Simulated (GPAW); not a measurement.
# Zr (P6_3/mmc) in GPAW: settings compared, part 2 of 2

GPAW 26.7.0. Earlier steps stand in the parts before.

### 3 Phonons, BEEF-vdW

run.py reads:

```python
import json
import numpy as np
from ase import Atoms
from ase.constraints import FixSymmetry
from ase.io import read, write
from ase.optimize import BFGS
from phonopy import Phonopy
from phonopy.structure.atoms import PhonopyAtoms
from gpaw import GPAW, PW

atoms = read('Zr.xyz')

calc = GPAW(mode=PW(600),
            xc={'name': 'BEEF-vdW', 'backend': 'libvdwxc'},
            kpts={'size': (9, 9, 5), 'gamma': True},
            occupations={'name': 'fermi-dirac', 'width': 0.05},
            nbands=24,
            convergence={'density': 1e-06, 'eigenstates': 1e-09},
            maxiter=150,
            txt='gpaw.txt')
atoms.calc = calc
atoms.set_constraint(FixSymmetry(atoms))
BFGS(atoms, trajectory='relax.traj', logfile='-').run(fmax=0.005, steps=40)
atoms.set_constraint()
energy = atoms.get_potential_energy()
forces = atoms.get_forces()
calc.write('gs.gpw')
write('result.traj', atoms)
print('Cell:', atoms.cell.cellpar().round(4))
print(atoms.get_scaled_positions().round(5))

def force_constants(scale):
    unit = PhonopyAtoms(symbols=atoms.get_chemical_symbols(), cell=atoms.cell[:] * scale**(1 / 3),
                        scaled_positions=atoms.get_scaled_positions())
    ph = Phonopy(unit, supercell_matrix=np.diag([1, 1, 1]), primitive_matrix=np.eye(3), symprec=1e-4)
    ph.generate_displacements(distance=0.01)
    forces = []
    for i, sc in enumerate(ph.supercells_with_displacements):
        a = Atoms(sc.symbols, cell=sc.cell, scaled_positions=sc.scaled_positions, pbc=True)
        c = GPAW(mode=PW(600),
                 xc={'name': 'BEEF-vdW', 'backend': 'libvdwxc'},
                 kpts={'size': (9, 9, 5), 'gamma': True},
                 occupations={'name': 'fermi-dirac', 'width': 0.05},
                 nbands=24,
                 convergence={'density': 1e-06, 'eigenstates': 1e-09},
                 maxiter=150,
                 txt=f'disp-{scale:.3f}-{i:02d}.txt')
        a.calc = c
        f = a.get_forces()
        forces.append(f - f.mean(axis=0))
        print(f'displacement {i}: drift', f.mean(axis=0).round(5), flush=True)
    ph.forces = forces
    ph.produce_force_constants()
    ph.symmetrize_force_constants()
    return ph

qpoints = [[0.0, 0.0, 0.0]]
results = {}
for scale in [1.0]:
    ph = force_constants(scale)
    ph.run_qpoints(qpoints)
    nu = ph.qpoints.frequencies * 33.35641  # THz to cm^-1
    results[f'{scale:.3f}'] = nu.tolist()
    for qp, f in zip(qpoints, nu):
        print(scale, np.round(qp, 4), f.round(2))
json.dump(results, open('phonons.json', 'w'))
```

Zr.xyz reads:

```xyz
2
Lattice="3.2320000000 0.0000000000 0.0000000000 -1.6160000000 2.7989941050 0.0000000000 0.0000000000 0.0000000000 5.1470000000" Properties=species:S:1:pos:R:3 pbc="T T T"
Zr     1.6160000002      0.9329980349      3.8602500000
Zr    -0.0000000002      1.8659960701      1.2867500000
```

Potentials or basis: GPAW PAW data sets (gpaw-data 1.2.1), pw.

Command:

```sh
> OMP_NUM_THREADS=1 python run.py
```

gpaw.txt:

```text
__  _  _
 | _ |_)|_||  |
 |__||  | ||/\| - 26.7.0

Input parameters:
  mode=PW(ecut=600.0),
  convergence={'density': 1e-06, 'eigenstates': 1e-09},
  kpts=MonkhorstPack(size=(9, 9, 5), gamma=True),
  maxiter=150,
  nbands=24,
  occupations=Occupations(name='fermi-dirac', width=0.05),
  xc=XC(name='BEEF-vdW', backend='libvdwxc')

Diagonalizing LCAO Hamiltonian
Converting LCAO to pw mode

           Zr

        Zr

Atoms  # Å, Bohr magnetons
|   | symbol |        x |        y |        z |    initial magnetic moments |
|---|--------|----------|----------|----------|-----------------------------|
| 0 |     Zr | 1.616000 | 0.932998 | 3.860250 | ( 0.0000,  0.0000,  0.0000) |
| 1 |     Zr | 0.000000 | 1.865996 | 1.286750 | ( 0.0000,  0.0000,  0.0000) |

Unit cell  # Å
| periodic |         x |        y |        z |  lengths |     angles |
|----------|-----------|----------|----------|----------|------------|
|      yes |  3.232000 | 0.000000 | 0.000000 | 3.232000 |  90.000000 |
|      yes | -1.616000 | 2.798994 | 0.000000 | 3.232000 |  90.000000 |
|      yes |  0.000000 | 0.000000 | 5.147000 | 5.147000 | 120.000000 |

Number of symmetries: 12
Symmetry operations  # r_c * U_cc + t_c -> r_c
|    | kind |            matrix            |
|----|------|------------------------------|
|  0 |  σ   |  1, 1, 0,  0,-1, 0,  0, 0, 1 |
|  1 |  S6  |  1, 1, 0, -1, 0, 0,  0, 0,-1 |
|  2 |  E   |  1, 0, 0,  0, 1, 0,  0, 0, 1 |
|  3 |  C2  |  1, 0, 0, -1,-1, 0,  0, 0,-1 |
|  4 |  C2  |  0, 1, 0,  1, 0, 0,  0, 0,-1 |
|  5 |  C3  |  0, 1, 0, -1,-1, 0,  0, 0, 1 |
|  6 |  S6  |  0,-1, 0,  1, 1, 0,  0, 0,-1 |
|  7 |  σ   |  0,-1, 0, -1, 0, 0,  0, 0, 1 |
|  8 |  σ   | -1, 0, 0,  1, 1, 0,  0, 0, 1 |
|  9 |  i   | -1, 0, 0,  0,-1, 0,  0, 0,-1 |
| 10 |  C3  | -1,-1, 0,  1, 0, 0,  0, 0, 1 |
| 11 |  C2  | -1,-1, 0,  0, 1, 0,  0, 0,-1 |

BZ-sampling:
  Number of BZ points: 405
  Number of IBZ points: 50

  Monkhorst-Pack size: [9, 9, 5]
  Monkhorst-Pack shift: [0, 0, 0]

K-points  # in reciprocal-cell coordinates
|     |                                coordinates |     weight |
|-----|--------------------------------------------|------------|
|   0 | (  0.00000000,   0.00000000,   0.00000000) | 0.00246914 |
|   1 | (  0.00000000,   0.00000000,   0.20000000) | 0.00493827 |
|   2 | (  0.00000000,   0.00000000,   0.40000000) | 0.00493827 |
|   3 | (  0.11111111,   0.00000000,  -0.40000000) | 0.01481481 |
|   4 | (  0.11111111,   0.00000000,  -0.20000000) | 0.01481481 |
|   5 | (  0.11111111,   0.00000000,   0.00000000) | 0.01481481 |
|   6 | (  0.11111111,   0.00000000,   0.20000000) | 0.01481481 |
|   7 | (  0.11111111,   0.00000000,   0.40000000) | 0.01481481 |
|   8 | (  0.22222222,  -0.11111111,   0.00000000) | 0.01481481 |
|   9 | (  0.22222222,  -0.11111111,   0.20000000) | 0.02962963 |
| ... |                                            |            |
|  49 | (  0.44444444,   0.44444444,   0.40000000) | 0.02962963 |

Plane wave coefficients: 1572
Cutoff: 600.0 eV

Spin-components: 1 (collinear spins)
Bands:           24
Projectors:      12
Spin-degeneracy: 2
Datatype:        complex128

Parallelization:
  kpt:    1
  domain: 1
  band:   1

Density:
  Valence electrons: 24.0
  Components: 1
  Grid points: [20 20 30]
  Charge: 0.0  # |e|

Potential:
  Grid points: [20 20 30]

species:
  Zr:
    name:    Zirconium
    Z:       40.0
    valence: 12
    core:    28
    charge:  0.0  # [|e|]
    compensation charges:
      type: gauss
      rc: 0.40  # [Å]
      lmax: 2
    cutoffs:
      filter: 2.39  # [Å]
      core: 1.59  # [Å]
    projectors
    | kind |    occ | energy [eV] | rcut [Å] |
    |------|--------|-------------|----------|
    |   4s |  2.000 |     -54.478 |    1.323 |
    |   5s |  2.000 |      -4.438 |    1.323 |
    |   4p |  6.000 |     -32.467 |    1.334 |
    |   5p |  0.000 |      -1.470 |    1.334 |
    |   4d |  2.000 |      -3.600 |    1.244 |
    |    d |        |      23.611 |    1.244 |

    Using partial waves for Zr as LCAO basis

Reference energy: -195787.142470  # eV

eigensolver:
  PPCG
  Converge bands: occupied
  niter=2

density mixing:
  MSR1-Mixer
  Pratt-step length: 0.05
  Maximum mixing coefficient: 0.75
  Old densities: 10
  SVD Regularization: 0.005
  Good broyden scale: 1.0
  Trust region scale: 1.0
  Backstep threshold: 4.0
  History deletion threshold: 6.0
  Fourier metric: weight=20.0, sigma=0.015

occupation numbers:
  Fermi-Dirac:
    width: 0.0500  # eV

poisson solver:
  ecut: 4800.0  # eV

xc functional:
  name: vdW-BEEF with libvdwxc
  Mode: serial
  Semilocal: BEEVDW with 2 nearest neighbor stencil
  Corresponding non-local functional: vdW-DF2
  Local blocksize: 40 x 40 x 60
  PAW datasets: PBE

convergence criteria:
- Maximum integral of absolute [dens]ity change: 1e-06 electrons / valence electron
- Maximum integral of absolute [eigenst]ate change: 1e-09 eV^2 / valence electron
- Maximum [total energy] change in last 3 cyles: 0.0005 eV / valence electron
maximum number of iterations: 150

SCF iterations
|iter     | |      energy | eigst |  dens |
|---------|-|-------------|-------|-------|
|iter:   1| | -242.879833 | +0.11 |       |
|iter:   2| | -242.864374 | -1.91 | -1.36 |
|iter:   3| | -242.776460 | -1.60 | -1.39 |
|iter:   4| | -242.784746 | -2.58 | -1.91 |
|iter:   5| | -242.786399c| -3.58 | -2.36 |
|iter:   6| | -242.786418c| -5.16 | -3.40 |
|iter:   7| | -242.786421c| -6.19 | -4.01 |
|iter:   8| | -242.786422c| -7.38 | -4.63 |
|iter:   9| | -242.786422c| -8.87 | -5.78 |
|iter:  10| | -242.786422c| -9.84c| -6.29c|

Converged in 10 steps
Energy contributions relative to reference atoms: (reference = -195787.142470)

Energy contributions:
  Kinetic:          36.073434
  Coulomb:         -35.059760
  Zero:              0.516047
  External:          0.000000
  Xc:             -244.308445
  Entropy:          -0.015396
  Spinorbit:         0.000000
  ----------------------------
  Free energy:    -242.794120
  Extrapolated:   -242.786422

dipole moment: (0.000000, 0.000001, 0.000001)  # |e|*Ang

Fermi level: 9.188
Eigenvalues  # (at kpt = [0.000, 0.000, 0.000])
| band index |      eig [eV] | occ [0-2] |
|------------|---------------|-----------|
|          0 |       -39.929 |     2.000 |
|        ... |               |           |
|          2 |       -18.423 |     2.000 |
|          3 |       -17.583 |     2.000 |
|          4 |       -17.583 |     2.000 |
|          5 |       -17.455 |     2.000 |
|          6 |       -17.447 |     2.000 |
|          7 |       -17.447 |     2.000 |
[... 8 lines left out ...]
|         16 |        11.300 |     0.000 |
|         17 |        11.300 |     0.000 |
|        ... |               |           |
|         23 |        22.562 |     0.000 |

No gap
No difference between direct/indirect transitions

Forces  # eV/Ang
|        x |        y |        z |
|----------|----------|----------|
| -0.00000 | -0.00000 | -0.00004 |  # Zr   0
|  0.00000 | -0.00000 |  0.00004 |  # Zr   1

# Writing to gs.gpw (mode='')
```

Wall time 2.9 min (1 thread of Arm Neoverse V1, shared host); peak memory 0.43 GiB.

What came out:

```
Free energy                   : -242.7941 eV
Band gap on the k mesh        : none (metal or under the smearing width)
Highest phonon frequency at Γ : 155 cm⁻¹
```

Final structure:
```yaml
crystal:
  lattice:
    - [3.23200, 0.00000, 0.00000]
    - [-1.61600, 2.79899, 0.00000]
    - [0.00000, 0.00000, 5.14700]
  atoms:
    - { symbol: Zr, position: [0.66667, 0.33333, 0.75000] }
    - { symbol: Zr, position: [0.33333, 0.66667, 0.25000] }
```

Levels at points of the mesh, in eV from the Fermi level:
```
           k point  band 8  band 9  band 10  band 11  band 12  band 13  band 14  band 15  band 16  band 17
(0.00, 0.00, 0.00)  -26.63   -5.62    -3.00     0.85     0.85     0.99     1.12     1.53     1.53     2.11
```

Phonon frequencies in cm⁻¹ (negative: imaginary):
```csv
q point,frequencies
"(0.000, 0.000, 0.000)",0 0 0 78 78 155
```

Caveat: the PAW data sets were made with another functional, which shifts forces and pressure a little.

### 4 Elastic constants, PBEsol+D3, 23.28 Å³/atom

run.py reads:

```python
import json
import numpy as np
import spglib
from ase.calculators.mixing import SumCalculator
from ase.constraints import FixSymmetry
from ase.filters import FrechetCellFilter
from ase.io import read, write
from ase.optimize import BFGS
from ase.stress import full_3x3_to_voigt_6_stress, voigt_6_to_full_3x3_strain, voigt_6_to_full_3x3_stress
from ase.units import GPa
from dftd3.ase import DFTD3
from gpaw import GPAW, PW, setup_paths

setup_paths.insert(0, '.')

atoms = read('POSCAR')

calc = GPAW(mode=PW(600),
            xc='PBEsol',
            kpts={'size': (9, 9, 5), 'gamma': True},
            occupations={'name': 'fermi-dirac', 'width': 0.05},
            nbands=24,
            convergence={'density': 1e-06, 'eigenstates': 1e-09},
            maxiter=150,
            symmetry={'tolerance': 0.001},
            txt='gpaw.txt')
atoms.calc = SumCalculator([calc, DFTD3(method='pbesol', damping='d3zero')])
atoms.set_constraint(FixSymmetry(atoms))
BFGS(FrechetCellFilter(atoms), trajectory='relax.traj', logfile='-').run(fmax=0.005, steps=40)
atoms.set_constraint()
energy = atoms.get_potential_energy()
forces = atoms.get_forces()
stress = atoms.get_stress()
calc.write('gs.gpw')
write('result.traj', atoms)
print('Cell:', atoms.cell.cellpar().round(4))
print(atoms.get_scaled_positions().round(5))

gpts = tuple(int(n) for n in calc.get_number_of_grid_points())
cell = atoms.cell[:].T
dataset = spglib.get_symmetry((atoms.cell[:], atoms.get_scaled_positions(), atoms.numbers), symprec=1e-4)
rotations = [cell @ w @ np.linalg.inv(cell) for w in dataset['rotations']]
strains, clamped, relaxed = [], [], []
for v in [0, 2, 3]:
    for e in (-0.01, 0.01):
        voigt = np.zeros(6)
        voigt[v] = e
        F = voigt_6_to_full_3x3_strain(voigt)
        a = atoms.copy()
        a.set_cell(atoms.cell[:] @ F, scale_atoms=True)
        c = GPAW(mode=PW(600),
                 xc='PBEsol',
                 kpts={'size': (9, 9, 5), 'gamma': True},
                 occupations={'name': 'fermi-dirac', 'width': 0.05},
                 nbands=24,
                 convergence={'density': 1e-06, 'eigenstates': 1e-09},
                 maxiter=150,
                 symmetry={'tolerance': 0.001},
                 gpts=gpts,
                 txt=f'strain-{v}{e:+.3f}.txt')
        a.calc = SumCalculator([c, DFTD3(method='pbesol', damping='d3zero')])
        s0 = s1 = a.get_stress() - stress
        BFGS(a, logfile=None).run(fmax=0.003, steps=25)
        s1 = a.get_stress() - stress
        print(v, e, 'clamped', (s0 / GPa).round(3), 'relaxed', (s1 / GPa).round(3), flush=True)
        for R in rotations:  # images under the point group
            eps = R @ (F - np.eye(3)) @ R.T
            strains.append(full_3x3_to_voigt_6_stress(eps) * [1, 1, 1, 2, 2, 2])
            for s, rows in ((s0, clamped), (s1, relaxed)):
                rows.append(full_3x3_to_voigt_6_stress(R @ voigt_6_to_full_3x3_stress(s) @ R.T))

C0, C = (np.linalg.lstsq(np.array(strains), np.array(s), rcond=None)[0].T / GPa for s in (clamped, relaxed))
print('Clamped-ion Cij (GPa):')
print(C0.round(1))
print('Relaxed-ion Cij (GPa):')
print(C.round(1))
json.dump({'clamped': C0.tolist(), 'relaxed': C.tolist()}, open('elastic.json', 'w'))
```

POSCAR reads:

```
Zr
1.0
    3.2320000000      0.0000000000      0.0000000000
   -1.6160000000      2.7989941050      0.0000000000
    0.0000000000      0.0000000000      5.1470000000
Zr
2
Direct
    0.6666666667      0.3333333333      0.7500000000
    0.3333333333      0.6666666667      0.2500000000
```

Potentials or basis: PAW data sets generated in the run's folder for this functional, pw.

Command:

```sh
> gpaw-setup -f PBEsol Zr
> OMP_NUM_THREADS=1 python run.py
```

Wall time 13 min (1 thread of Arm Neoverse V1, shared host); peak memory 0.72 GiB.

It converged, with:

```
Free energy                                  : -16.6411 eV
Relaxed volume                               : 21.68 Å³/atom
Relaxed cell                                 : a = 3.141 Å, b = 3.141 Å, c = 5.076 Å, α = 90.00°, β = 90.00°, γ = 120.00°
Space group after relaxing (to 0.05 Å)       : P6_3/mmc (No. 194)
Pressure after relaxing                      : 0.0 GPa
Band gap on the k mesh                       : none (metal or under the smearing width)
Voigt bulk modulus                           : 100 GPa
Bulk modulus (Hill)                          : 100 GPa
Shear modulus (Hill)                         : 28 GPa
Young's modulus                              : 76 GPa
Poisson's ratio (from the elastic constants) : 0.37
Dispersion energy per atom                   : -0.367 eV
```

Caveat: the density grid can change from cell to cell, which puts small steps into energies and stress; elastic constants of metals need much finer meshes, so these are rough; pairwise dispersion overbinds metals, which lowers pressure and volume.
